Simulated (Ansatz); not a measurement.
Computed with DFT PBE, scalar-relativistic, plane waves, PAW in Ansatz 0.2.0. Settings: cutoff 420 eV, Γ-centred meshes spaced at most about 0.3 Å⁻¹, and about 0.25 Å⁻¹ or finer for metals (2π included), Gaussian smearing. No spin polarisation.

These are static total energies at zero pressure.

Problem. Order these relaxed structures of Zn₃S₅ by energy, lowest first, with the energy over the lowest of them.
A.

```
CELL_PARAMETERS angstrom
3.80271 0.00000 0.00000
-1.90135 3.29324 0.00000
0.00000 0.00000 11.96418
ATOMIC_POSITIONS crystal
Zn 0.66667 0.33333 0.87529
Zn 0.33333 0.66667 0.12471
Zn 0.00000 0.00000 0.50000
S 0.00000 0.00000 0.00000
S 0.66667 0.33333 0.22129
S 0.66667 0.33333 0.39737
S 0.33333 0.66667 0.77871
S 0.33333 0.66667 0.60263
```

B.

```
CELL_PARAMETERS angstrom
3.82587 0.00000 0.00000
1.91218 3.32727 0.00000
0.01757 0.52256 11.97253
ATOMIC_POSITIONS crystal
Zn 0.32877 0.46588 0.87090
Zn 0.79838 0.52784 0.12903
Zn 0.96662 0.00460 0.49999
S 0.83191 0.99708 0.00004
S 0.43499 0.24239 0.22558
S 0.30524 0.35555 0.39697
S 0.67780 0.75557 0.77469
S 0.65629 0.65108 0.60281
```

C.

```
CELL_PARAMETERS angstrom
2.85719 -2.62448 0.00000
2.85719 2.62448 0.00000
-0.67207 0.00000 10.83415
ATOMIC_POSITIONS crystal
Zn 0.46865 0.45584 0.75025
Zn 0.54416 0.53135 0.24975
Zn 0.99376 0.00624 0.00000
S 0.45323 0.95200 0.62557
S 0.80251 0.19750 0.50000
S 0.04800 0.54677 0.37443
S 0.98111 0.49142 0.87523
S 0.50858 0.01889 0.12477
```

Solution. B (0 meV/atom), A (37 meV/atom), C (49 meV/atom). Forms: B P1; A P-3m1; C C2. Counting S atoms around Zn (those within 1.25 times the shortest such distance or 1.15 times the sum of covalent radii, 1.27 where that leaves under three; a slash parts the counts of unlike sites): B has Zn 5/6; A has Zn 6; C has Zn 4. B holds S–S pairs (shortest 2.12 Å); A holds S–S pairs (shortest 2.11 Å); C holds S–S units of three or more atoms (shortest 2.26 Å). Origin: A and C, invented; B, invented, then shaken at random and relaxed again.

For metals, differences of a few meV/atom aren't resolved. Cells relaxed within their symmetry can be saddle points. Some types were kept out of the candidates beforehand, so the set may lack a known form.
